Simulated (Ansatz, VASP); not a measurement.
**One calculation of Cu, two programs**

```
CELL_PARAMETERS angstrom
2.53410 0.00000 0.00000
-1.26705 2.19459 0.00000
0.00000 0.00000 4.11257
ATOMIC_POSITIONS crystal
Cu 0.66667 0.33333 0.75000
Cu 0.33333 0.66667 0.25000
```

This isn't the form of Cu at room conditions, which is fcc.

Alike in both runs: task relaxation of cell and atoms; functional PBEsol; dispersion D4; k mesh 12 × 12 × 7; occupations fermi-dirac, width 0.05 eV; no spin polarisation.

|  | VASP | Ansatz |
| --- | --- | --- |
| version | VASP 6.6.1 | Ansatz 0.2.0 |
| potentials or method | VASP PAW PBE potentials, release 64 (Cu) | Ansatz PAW |
| plane-wave cutoff (eV) | 600 | 420 |
| valence electrons in the cell | 22 | 38 |

```tsv
	VASP	Ansatz	Ansatz less VASP
gap on the k mesh at the Fermi level, each at its own relaxed structure (eV)	none	none	-
relaxed volume (Å³/atom)	11.10	11.05	-0.048
relaxed cell length with the largest relative difference (Å)	2.508	2.503	-0.0048
energy change over the relaxation (meV/atom)	-5	-7	-1.7
```

A gap of «none» marks a metal or a gap that the smearing closes. The two sets of potentials don't hold the same shells in valence.

Caveats: pairwise dispersion overbinds metals, which lowers pressure and volume; the PAW data sets were made with another functional, which shifts forces and pressure a little (VASP); the plane-wave basis is chosen anew once the cell has moved, so the energies of steps on either side of that aren't comparable (Ansatz); the PAW data sets come from PBE, with cores solved anew for the run's functional, which leaves a small shift of forces and pressure (Ansatz).
